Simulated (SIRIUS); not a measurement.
# Mo (Im-3m) in SIRIUS: notebook

The runs below take Mo through single point, with PBE.

Everything below comes from runs of SIRIUS 7.12.0. Logs are shortened: lines on timing, memory, paths and dates and some standing lists are left out, and cuts for length are marked. The log counts tension as positive stress, the text compression.

## 1. The undisturbed crystal

It takes space group Im-3m (No. 229, cubic). The conventional cell has a = 3.168 Å, b = 3.168 Å, c = 3.168 Å, α = 90.00°, β = 90.00°, γ = 90.00°. Mo (site symmetry m-3m) is surrounded by 8 Mo at 2.74 Å.

## 2. Single point, PBE, 15.89 Å³/atom (strain = -0.04 (shear xz))

sirius.json

```json
{
  "control": {
    "processing_unit": "cpu",
    "verbosity": 2,
    "num_bands_to_print": 14,
    "print_forces": true,
    "print_stress": true
  },
  "parameters": {
    "electronic_structure_method": "pseudopotential",
    "xc_functionals": ["XC_GGA_X_PBE", "XC_GGA_C_PBE"],
    "gk_cutoff": 9.0,
    "pw_cutoff": 18.0,
    "ngridk": [12, 12, 12],
    "shiftk": [0, 0, 0],
    "smearing": "fermi_dirac",
    "smearing_width": 0.0018374661,
    "num_bands": 14,
    "num_mag_dims": 0,
    "num_dft_iter": 100,
    "energy_tol": 1e-08,
    "density_tol": 1e-06
  },
  "iterative_solver": {
    "type": "davidson",
    "min_tolerance": 1e-10
  },
  "mixer": {
    "type": "anderson",
    "beta": 0.7,
    "max_history": 8
  },
  "settings": {
    "tol_ne": 1e-10,
    "pseudo_grid_cutoff": 6.5
  },
  "unit_cell": {
    "lattice_vectors": [
      [-3.052824494357, 2.992965190616, 3.052824494357],
      [2.933105886876, -2.992965190616, 2.933105886876],
      [3.052824494357, 2.992965190616, -3.052824494357]
    ],
    "atom_coordinate_units": "lattice",
    "atom_types": ["Mo"],
    "atom_files": {
      "Mo": "Mo.json"
    },
    "atoms": {
      "Mo": [
        [0.0, 0.0, 0.0]
      ]
    }
  }
}
```

Potentials or basis: PseudoDojo 0.4.1 PBE standard (scalar relativistic).

Run with:

```bash
> upf_to_json Mo.upf
> OMP_NUM_THREADS=1 sirius.scf --input=sirius.json --output=out.json --task=0
```

Output:

```text
[info] SIRIUS version : 7.12.0
[info] number of MPI ranks           : 1
[info] MPI grid                      : 1 1
[info] maximum number of OMP threads : 1
[fft] FFT context for density and potential
[fft] =====================================
[fft]   comm size                             : 1
[fft]   plane wave cutoff                     : 18
[fft]   grid size                             : 36 32 36   total : 41472
[fft]   grid limits                           : -17 18   -15 16   -17 18
[fft]   number of G-vectors within the cutoff : 5270
[fft]   local number of G-vectors             : 5270
[fft]   number of G-shells                    : 1465
[fft] FFT context for coarse grid
[fft] =====================================
[fft]   comm size                             : 1
[fft]   plane wave cutoff                     : 18
[fft]   grid size                             : 36 32 36   total : 41472
[fft]   grid limits                           : -17 18   -15 16   -17 18
[fft]   number of G-vectors within the cutoff : 5270
[fft]   local number of G-vectors             : 5270
[fft]   number of G-shells                    : 1465
[unit cell] lattice vectors
[unit cell]   a1 :      -3.0528244944      2.9929651906      3.0528244944
[unit cell]   a2 :       2.9331058869     -2.9929651906      2.9331058869
[unit cell]   a3 :       3.0528244944      2.9929651906     -3.0528244944
[unit cell] reciprocal lattice vectors
[unit cell]   b1 :       0.0210015793      1.0496589347      1.0500789663
[unit cell]   b2 :       1.0710805456      0.0000000000      1.0710805456
[unit cell]   b3 :       1.0500789663      1.0496589347      0.0210015793
[unit cell] unit cell volume :       107.19912397 [a.u.^3]
[unit cell] 1/sqrt(omega)    :         0.09658382
[unit cell] MT volume        :         0.00000000 ( 0.00%)
[unit cell] IT volume        :       107.19912397 (100.00%)
[unit cell] number of atom types : 1
[unit cell] type id : 0 symbol : Mo mt_radius :  16.390000 num_atoms : 1
[unit cell] total number of atoms : 1
[unit cell] number of symmetry classes : 1
[unit cell] number of PAW atoms : 0
[unit cell] atom id  type id  class id             position                      vector_field
[unit cell] ------------------------------------------------------------------------------------------
[unit cell]      0        0        0      0.00000   0.00000   0.00000      0.00000   0.00000   0.00000
[unit cell] atom id         position (Cartesian, a.u.)
[unit cell] ---------------------------------------------
[unit cell]      0       0.000000    0.000000    0.000000
[unit cell] class id : 0 atom id : 0
[unit cell] minimum bond length:     5.115082
[unit cell] total number of pseudo wave-functions: 10
[sym] space group number   : 69
[sym] international symbol : Fmmm
[sym] Hall symbol          : -F 2 2
[sym] space group transformation matrix :
[sym]   0.5000 -0.5000  0.5000
[sym]   0.0000  0.5000  0.0000
[sym]  -0.5000  0.0000  0.5000
[sym] space group origin shift :
[sym]   0.0000  0.0000  0.0000
[sym] number of space group operations  : 8
[sym] number of magnetic group operations : 8
[sym] metric tensor error: 7.1054e-15
[sym] rotation matrix error: 4.4409e-16
[sym] symmetry operations
[... list of symmetry operations ...]
[atom type] label          : Mo
[atom type] --------------------------------------------------------------------------------
[atom type] symbol         : Mo
[atom type] name           :
[atom type] zn             : 14
[... 168 lines left out ...]
[find] band gap (eV)                  :       0.00000000
[find] Efermi                         :       0.77121571
[find] iteration : 2, RMS (target) : 1.1970e-02 (1.0000e-06) , energy difference (target) : -8.5752e-04 (1.0000e-08)
[find] | SCF iteration   3 out of 100|
[diagonalize] iterative solver tolerance (occupied, empty): 0.00119695 0.00119695
[diagonalize] average number of iterations: 1.11786
[find] Total energy                   :     -70.27877863 (Ha),    -140.55755726 (Ry)
[find] Free energy (E-TS)             :     -70.27887259 (Ha),    -140.55774517 (Ry)
[find] band gap (eV)                  :       0.00000000
[find] Efermi                         :       0.76986057
[find] iteration : 3, RMS (target) : 1.1105e-03 (1.0000e-06) , energy difference (target) : -2.3829e-05 (1.0000e-08)
[find] | SCF iteration   4 out of 100|
[diagonalize] iterative solver tolerance (occupied, empty): 0.000111054 0.000111054
[diagonalize] average number of iterations: 2.55357
[find] Total energy                   :     -70.27878054 (Ha),    -140.55756109 (Ry)
[... 28 lines left out ...]
[find] | SCF iteration   8 out of 100|
[diagonalize] iterative solver tolerance (occupied, empty): 3.32174e-07 3.32174e-07
[diagonalize] average number of iterations: 1.96429
[find] Total energy                   :     -70.27878088 (Ha),    -140.55756176 (Ry)
[find] Free energy (E-TS)             :     -70.27887470 (Ha),    -140.55774939 (Ry)
[find] band gap (eV)                  :       0.00000000
[find] Efermi                         :       0.76995671
[find] iteration : 8, RMS (target) : 2.0214e-06 (1.0000e-06) , energy difference (target) : -1.1201e-09 (1.0000e-08)
[find] bands are converged : true
[find] iterative solver converged : false
[find] +------------------------------+
[find] | SCF iteration   9 out of 100|
[find] +------------------------------+
[diagonalize] iterative solver tolerance (occupied, empty): 1.66087e-07 1.66087e-07
[diagonalize] average number of iterations: 1.29286
[diagonalize] Lowest band energies
[diagonalize] ik:    0   -1.481740   -0.502455   -0.500263   -0.498362    0.507097    0.710257    0.720344    0.733378    0.830897    0.832495    1.305790    1.318838    1.331544    1.728667
[diagonalize] ik:    1   -1.481139   -0.504437   -0.502002   -0.499255    0.518056    0.709265    0.721685    0.736245    0.822827    0.832178    1.319686    1.334481    1.348007    1.657266
[diagonalize] ik:    2   -1.479487   -0.513272   -0.504946   -0.499875    0.547073    0.698222    0.716049    0.762256    0.810995    0.833277    1.334413    1.372319    1.391393    1.584929
[diagonalize] ik:    3   -1.477209   -0.525723   -0.508703   -0.500148    0.578908    0.680629    0.714334    0.807836    0.812416    0.837410    1.314662    1.358876    1.465491    1.584727
[diagonalize] ik:    4   -1.474906   -0.537840   -0.512435   -0.500302    0.588929    0.663793    0.744344    0.823716    0.842840    0.865576    1.267262    1.291071    1.531507    1.556413
[diagonalize] ...
[diagonalize] ik:  275   -1.471861   -0.543693   -0.518892   -0.509232    0.610301    0.690477    0.703254    0.784717    0.924711    0.984348    1.157889    1.328201    1.342170    1.522557
[diagonalize] ik:  276   -1.469952   -0.539598   -0.524167   -0.518859    0.618604    0.650183    0.744477    0.781532    0.916420    1.039962    1.144811    1.281589    1.405799    1.488725
[diagonalize] ik:  277   -1.468028   -0.535427   -0.529317   -0.528199    0.601548    0.609739    0.813165    0.826341    0.908457    1.074425    1.130584    1.212211    1.466045    1.487267
[diagonalize] ik:  278   -1.466609   -0.534870   -0.533011   -0.532324    0.582438    0.584384    0.884668    0.885845    0.902818    1.088844    1.116982    1.140708    1.498712    1.506705
[diagonalize] ik:  279   -1.466088   -0.537279   -0.534348   -0.531177    0.575040    0.575740    0.900791    0.913139    0.926818    1.092106    1.100274    1.109853    1.483321    1.518732
[find] Charges and magnetic moments
[find] --------------------------------------------------------------------------------
[find] total charge          : 14.000000
[find] Energy
[find] --------------------------------------------------------------------------------
[find] valence_eval_sum               :      -2.08023064
[find] <rho|V^{XC}>                   :     -10.69023494
[find] <rho|E^{XC}>                   :     -10.30603952
[find] <mag|B^{XC}>                   :       0.00000000
[find] <rho|V^{H}>                    :      18.00801013
[find] one-electron contribution      :      -9.39800582 (Ha),     -18.79601164 (Ry)
[find] hartree contribution           :       9.00400506
[find] xc contribution                :     -10.30603952
[find] ewald contribution             :     -59.57874225
[find] PAW contribution               :       0.00000000
[find] smearing (-TS)                 :      -0.00009381
[find] SCF correction                 :       0.00000165
[find] Total energy                   :     -70.27878088 (Ha),    -140.55756176 (Ry)
[find] Free energy (E-TS)             :     -70.27887470 (Ha),    -140.55774939 (Ry)
[find] band gap (eV)                  :       0.00000000
[find] Efermi                         :       0.76995649
[find] iteration : 9, RMS (target) : 3.0108e-07 (1.0000e-06) , energy difference (target) : 3.4930e-11 (1.0000e-08)
[find] bands are converged : true
[find] iterative solver converged : false
[find] converged after 10 SCF iterations!
[find] Charges and magnetic moments
[find] --------------------------------------------------------------------------------
[find] total charge          : 14.000000
[find] Energy
[find] --------------------------------------------------------------------------------
[find] valence_eval_sum               :      -2.08023064
[find] <rho|V^{XC}>                   :     -10.69023494
[find] <rho|E^{XC}>                   :     -10.30603952
[find] <mag|B^{XC}>                   :       0.00000000
[find] <rho|V^{H}>                    :      18.00801013
[find] one-electron contribution      :      -9.39800582 (Ha),     -18.79601164 (Ry)
[find] hartree contribution           :       9.00400506
[find] xc contribution                :     -10.30603952
[find] ewald contribution             :     -59.57874225
[find] PAW contribution               :       0.00000000
[find] smearing (-TS)                 :      -0.00009381
[find] SCF correction                 :       0.00000165
[find] Total energy                   :     -70.27878088 (Ha),    -140.55756176 (Ry)
[find] Free energy (E-TS)             :     -70.27887470 (Ha),    -140.55774939 (Ry)
[find] band gap (eV)                  :       0.00000000
[find] Efermi                         :       0.76995649
[ground_state] === stress tensor components [kbar] ===
[ground_state] === stress_kin ===
[ground_state] -40666.641199    0.000000  -34.813107
[ground_state]     0.000000-40670.145149    0.000000
[ground_state]   -34.813107    0.000000-40666.641199
[ground_state] === stress_har ===
[ground_state] -8219.206695    0.000000 -558.002268
[ground_state]     0.000000-8273.256846    0.000000
[ground_state]  -558.002268    0.000000-8219.206695
[ground_state] === stress_ewald ===
[ground_state] 54542.600675   -0.000000-1335.994435
[ground_state]    -0.00000054429.836819   -0.000000
[ground_state] -1335.994435   -0.00000054542.600675
[ground_state] === stress_vloc ===
[ground_state] 18087.724226   -0.000000 1863.056498
[ground_state]    -0.00000018256.142615   -0.000000
[ground_state]  1863.056498   -0.00000018087.724226
[ground_state] === stress_xc ===
[ground_state]  1295.302643   -0.000000   -3.001570
[ground_state]    -0.000000 1295.103176   -0.000000
[ground_state]    -3.001570   -0.000000 1295.302643
[ground_state] === stress_core ===
[ground_state]  7054.785059   -0.000000   -0.930702
[ground_state]    -0.000000 7054.770506   -0.000000
[ground_state]    -0.930702   -0.000000 7054.785059
[ground_state] === stress_nonloc ===
[ground_state] -32081.380835    0.000000   25.453145
[ground_state]     0.000000-32080.369682    0.000000
[ground_state]    25.453145    0.000000-32081.380835
[ground_state] === stress_us_nl ===
[ground_state] -32081.380835    0.000000   25.453145
[ground_state]     0.000000-32080.369682    0.000000
[ground_state]    25.453145    0.000000-32081.380835
[ground_state] === stress_total ===
[ground_state]    13.183874    0.000000  -44.232438
[ground_state]     0.000000   12.081439    0.000000
[ground_state]   -44.232438    0.000000   13.183874
[ground_state] ==== total Forces in Ha/bohr =====
[ground_state] atom:    0, force:       0.0000000      0.0000000      0.0000000
[... 8 lines left out ...]
[ground_state] ==== Ewald forces from ions =====
[ground_state] atom:    0, force:       0.0000000      0.0000000      0.0000000
[~DFT_ground_state] local op. applied: 87649
[~DFT_ground_state] evp. work count: 26300.5
[~DFT_ground_state] number of iterative solver steps: 5618
```

It took 79 s on 1 thread of Intel Xeon Platinum 8259CL at 2.50GHz (Skylake/Cascade Lake), shared host; peak memory 0.56 GiB.

What came out:

| Quantity | Value |
| --- | --- |
| Free energy | -1912.3856 eV |
| Pressure | -1.3 GPa |
| Band gap on the k mesh | none (metal or under the smearing width) |

## 3. Single point, PBE, 15.89 Å³/atom (strain = -0.02 (shear xz))

sirius.json: that of step 2 with these lines changed.

```diff
@@ -38,5 +38,5 @@
     "lattice_vectors": [
-      [-3.052824494357, 2.992965190616, 3.052824494357],
-      [2.933105886876, -2.992965190616, 2.933105886876],
-      [3.052824494357, 2.992965190616, -3.052824494357]
+      [-3.022894842486, 2.992965190616, 3.022894842486],
+      [2.963035538746, -2.992965190616, 2.963035538746],
+      [3.022894842486, 2.992965190616, -3.022894842486]
     ],
```

Potentials or basis: PseudoDojo 0.4.1 PBE standard (scalar relativistic).

Run with:

```bash
> upf_to_json Mo.upf
> OMP_NUM_THREADS=1 sirius.scf --input=sirius.json --output=out.json --task=0
```

Wall time 45 s (1 thread of Intel Xeon Platinum 8259CL at 2.50GHz (Skylake/Cascade Lake), shared host); peak memory 0.55 GiB.

Results (log left out):

```yaml
Free_energy: -1912.3921 eV
Pressure: -1.5 GPa
Band_gap_on_the_k_mesh: none (metal or under the smearing width)
```

## 4. For comparison

An earlier run on the cell as given: functional PBEsol; potentials or basis PseudoDojo 0.4.1 PBEsol standard (scalar relativistic); cutoff 1102 eV; density cutoff 4408 eV; k mesh 12 × 12 × 12; occupations fermi-dirac, width 0.05 eV; no spin polarisation.

- Pressure: -9.4 GPa
- Band gap on the k mesh: none (metal or under the smearing width)
